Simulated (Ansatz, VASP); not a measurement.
# Al: VASP beside Ansatz

INCAR

```
SYSTEM = Al
ALGO = Normal
EDIFF = 1E-6
ENCUT = 520
GGA = PE
ISIF = 2
ISMEAR = 0
LASPH = .True.
LCHARG = .False.
LREAL = .False.
LWAVE = .False.
NBANDS = 8
NELM = 80
PREC = Accurate
SIGMA = 0.1
```

Contents of KPOINTS:

```
k-points
0
Gamma
  8 8 8
  0 0 0
```

File POSCAR:

```
Al
1.0
    0.0000000000      2.1823556814      2.1823556814
    2.1823556814      0.0000000000      2.1823556814
    2.1823556814      2.1823556814      0.0000000000
Al
1
Direct
    0.0000000000      0.0000000000      0.0000000000
```

Input for Ansatz:

```yaml
crystal:
  lattice:
    - [0.0, 2.1823556814, 2.1823556814]
    - [2.1823556814, 0.0, 2.1823556814]
    - [2.1823556814, 2.1823556814, 0.0]
  atoms:
    - { symbol: Al, position: [0.0, 0.0, 0.0] }
basis:
  ecutwfc: 420
kpoints:
  mp_grid: { grid: [8, 8, 8] }
hamiltonian:
  xc: pbe
scf:
  occupations: { method: gaussian, width: 0.1 }
output:
  forces: true
  stress: true
  eigenvalues: true
```

Alike in both runs: task single point; functional PBE; k mesh 8 × 8 × 8; occupations gaussian, width 0.1 eV; no spin polarisation.

```csv
,VASP,Ansatz
version,VASP 6.6.1,Ansatz 0.2.0
potentials or method,"VASP PAW PBE potentials, release 64 (Al)","scalar-relativistic, plane waves, PAW"
plane-wave cutoff (eV),520,420
valence electrons in the cell,3,3
```

|  | VASP | Ansatz | Ansatz less VASP |
| --- | --- | --- | --- |
| gap on the k mesh at the Fermi level (eV) | none | none | - |
| pressure (GPa) | -10.5 | -10.5 | +0.01 |

A gap of «none» marks a metal or a gap that the smearing closes.
